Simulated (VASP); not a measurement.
VASP input:

### POSCAR
```
SrF2
1
    0.0000000000     2.9580000000     2.9580000000
    2.9580000000     0.0000000000     2.9580000000
    2.9580000000     2.9580000000     0.0000000000
Sr F
1 2
Direct
 -0.0118323191   0.0118323191   0.0287356322
  0.2500000000   0.2500000000   0.2500000000
  0.7500000000   0.7500000000   0.7500000000
```

**KPOINTS**
```
Automatic mesh
0
Gamma
5 5 5
0 0 0
```

**INCAR**
```
SYSTEM = SrF2
PREC = Accurate
ENCUT = 520
EDIFF = 1E-6
NELM = 100
ALGO = Normal
LREAL = .FALSE.
LASPH = .TRUE.
ISMEAR = 0
SIGMA = 0.05
GGA = PE
LMAXMIX = 4
LWAVE = .FALSE.
LCHARG = .FALSE.
ISIF = 2
IBRON = 2
NSW = 10
POTIM = 0.5
ISYM = 0
```

POTCAR, in this order: Sr_sv F (PBE.64 set). Program: vasp_std.

The run wrote:

File standard output:
```
...
      1 T=     0. E= -.17038996E+02 F= -.17038998E+02 E0= -.17038998E+02  EK= 0.21377E-05 SP= 0.00E+00 SK= 0.00E+00
 bond charge predicted
       N       E                     dE             d eps       ncg     rms          rms(c)
DAV:   1    -0.170390165597E+02   -0.17533E-04   -0.12693E-05  2056   0.317E-02    0.123E-03
DAV:   2    -0.170390165614E+02   -0.17039E-08   -0.23609E-07  1144   0.448E-03
      2 T=     0. E= -.17038996E+02 F= -.17039017E+02 E0= -.17039017E+02  EK= 0.20284E-04 SP= 0.00E+00 SK= 0.00E+00
 bond charge predicted
 prediction of wavefunctions
       N       E                     dE             d eps       ncg     rms          rms(c)
DAV:   1    -0.170390531892E+02   -0.36630E-04   -0.13566E-05  2016   0.367E-02    0.182E-03
DAV:   2    -0.170390532405E+02   -0.51215E-07   -0.56008E-07  1112   0.672E-03
      3 T=     0. E= -.17038996E+02 F= -.17039053E+02 E0= -.17039053E+02  EK= 0.56962E-04 SP= 0.00E+00 SK= 0.00E+00
 bond charge predicted
 prediction of wavefunctions
       N       E                     dE             d eps       ncg     rms          rms(c)
DAV:   1    -0.170391082399E+02   -0.55051E-04   -0.11465E-04  2024   0.943E-02    0.287E-03
DAV:   2    -0.170391084134E+02   -0.17351E-06   -0.18890E-06  1896   0.123E-02
      4 T=     0. E= -.17038996E+02 F= -.17039108E+02 E0= -.17039108E+02  EK= 0.11212E-03 SP= 0.00E+00 SK= 0.00E+00
 bond charge predicted
 prediction of wavefunctions
       N       E                     dE             d eps       ncg     rms          rms(c)
DAV:   1    -0.170391816847E+02   -0.73445E-04   -0.20404E-04  2016   0.126E-01    0.409E-03
DAV:   2    -0.170391819915E+02   -0.30680E-06   -0.33559E-06  2344   0.163E-02
      5 T=     1. E= -.17038996E+02 F= -.17039182E+02 E0= -.17039182E+02  EK= 0.18569E-03 SP= 0.00E+00 SK= 0.00E+00
 bond charge predicted
 prediction of wavefunctions
       N       E                     dE             d eps       ncg     rms          rms(c)
DAV:   1    -0.170392733908E+02   -0.91706E-04   -0.31846E-04  2016   0.157E-01    0.527E-03
DAV:   2    -0.170392738651E+02   -0.47425E-06   -0.51955E-06  2408   0.204E-02
      6 T=     1. E= -.17038996E+02 F= -.17039274E+02 E0= -.17039274E+02  EK= 0.27756E-03 SP= 0.00E+00 SK= 0.00E+00
 bond charge predicted
 prediction of wavefunctions
       N       E                     dE             d eps       ncg     rms          rms(c)
DAV:   1    -0.170393832234E+02   -0.10983E-03   -0.45804E-04  2016   0.188E-01    0.641E-03
DAV:   2    -0.170393839034E+02   -0.68002E-06   -0.74443E-06  2408   0.244E-02
      7 T=     1. E= -.17038996E+02 F= -.17039384E+02 E0= -.17039384E+02  EK= 0.38761E-03 SP= 0.00E+00 SK= 0.00E+00
 bond charge predicted
 prediction of wavefunctions
       N       E                     dE             d eps       ncg     rms          rms(c)
DAV:   1    -0.170395110223E+02   -0.12780E-03   -0.62286E-04  2016   0.219E-01    0.752E-03
DAV:   2    -0.170395119471E+02   -0.92477E-06   -0.10115E-05  2432   0.284E-02    0.576E-03
DAV:   3    -0.170395118794E+02    0.67686E-07   -0.11375E-07  1040   0.367E-03
      8 T=     2. E= -.17038996E+02 F= -.17039512E+02 E0= -.17039512E+02  EK= 0.51572E-03 SP= 0.00E+00 SK= 0.00E+00
 bond charge predicted
 prediction of wavefunctions
       N       E                     dE             d eps       ncg     rms          rms(c)
DAV:   1    -0.170396565137E+02   -0.14457E-03   -0.81119E-04  2032   0.251E-01    0.625E-03
DAV:   2    -0.170396577789E+02   -0.12652E-05   -0.13364E-05  2368   0.326E-02    0.488E-03
DAV:   3    -0.170396577399E+02    0.39025E-07   -0.10205E-07  1072   0.311E-03
      9 T=     3. E= -.17038996E+02 F= -.17039658E+02 E0= -.17039658E+02  EK= 0.66170E-03 SP= 0.00E+00 SK= 0.00E+00
 bond charge predicted
 prediction of wavefunctions
       N       E                     dE             d eps       ncg     rms          rms(c)
DAV:   1    -0.170398196567E+02   -0.16188E-03   -0.10266E-03  2016   0.282E-01    0.704E-03
DAV:   2    -0.170398212616E+02   -0.16049E-05   -0.16949E-05  2360   0.367E-02    0.552E-03
DAV:   3    -0.170398212100E+02    0.51563E-07   -0.13774E-07  1240   0.351E-03
     10 T=     3. E= -.17038996E+02 F= -.17039821E+02 E0= -.17039821E+02  EK= 0.82529E-03 SP= 0.00E+00 SK= 0.00E+00
 bond charge predicted
 prediction of wavefunctions
 wavefunctions rotated
```

OUTCAR:
```
------------------------ aborting loop because EDIFF is reached ----------------------------------------
  FORCE on cell =-STRESS in cart. coord.  units (eV):
  Direction    XX          YY          ZZ          XY          YZ          ZX
  --------------------------------------------------------------------------------------
  Total       -0.4139000     -0.3690167     -0.3585476      0.0920656      0.0000203      0.0000203
  in kB      -12.8109543    -11.4217362    -11.0976984      2.8495977      0.0006278      0.0006270
  external PRESSURE =     -11.7767963 kB  Pullay stress =       0.0000000 kB
  kinetic pressure (ideal gas correction) =      0.02 kB
  total pressure  =    -11.76 kB
  Total+kin.   -12.774     -11.414     -11.097       2.866       0.001       0.001
  volume of cell :       51.76
      direct lattice vectors                 reciprocal lattice vectors
     0.000000000  2.958000000  2.958000000    -0.169033130  0.169033130  0.169033130
     2.958000000  0.000000000  2.958000000     0.169033130 -0.169033130  0.169033130
     2.958000000  2.958000000  0.000000000     0.169033130  0.169033130 -0.169033130
 POSITION                                       TOTAL-FORCE (eV/Angst)
 -----------------------------------------------------------------------------------
      0.11950      3.00778      2.95800        -0.402368     -0.176084      0.000028
      1.48016      1.47952      1.47924         0.201269      0.088045      0.040668
      4.43815      4.43751      4.43676         0.201362      0.088134     -0.040698
 -----------------------------------------------------------------------------------
    total drift:                                0.000262      0.000094     -0.000002
  FREE ENERGIE OF THE ION-ELECTRON SYSTEM (eV)
  ---------------------------------------------------
  free  energy   TOTEN  =       -17.0398212100 eV

  energy  without entropy=      -17.0398212100  energy(sigma->0) =      -17.03982121
  ENERGY OF THE ELECTRON-ION-THERMOSTAT SYSTEM (eV)
  ---------------------------------------------------
% ion-electron   TOTEN  =       -17.039821  see above
  kinetic energy EKIN   =         0.000825
  kin. lattice  EKIN_LAT=         0.000000  (temperature    3.19 K)
  nose potential ES     =         0.000000
  nose kinetic   EPS    =         0.000000
  ---------------------------------------------------
  total energy   ETOTAL =       -17.038996 eV
```
(Selected blocks of OUTCAR.)

**Question.** The run ends quietly. Is anything wrong with it?

**Answer.** The cause: IBRION is misspelt, so VASP ignores the line and takes its default. The run ends without an error. Against the sound run, the energy per atom (σ→0) rises by 0.010 eV/atom; the pressure rises by 0.46 GPa; the largest force rises by 0.442 eV/Å. To mend it, set IBRION = 2, set NSW = 40, set EDIFFG = -0.01, remove IBRON, remove POTIM, remove ISYM.

The mended run (PBE GGA, plane waves, VASP's PBE PAW potentials (set 64)) converges, and its OSZICAR ends with
```
   6 F= -.17067525E+02 E0= -.17067525E+02  d E =-.335886E-03
```

The compound is SrF2 in the fluorite structure. The cell was not relaxed at this level, atoms are displaced from their ideal sites.
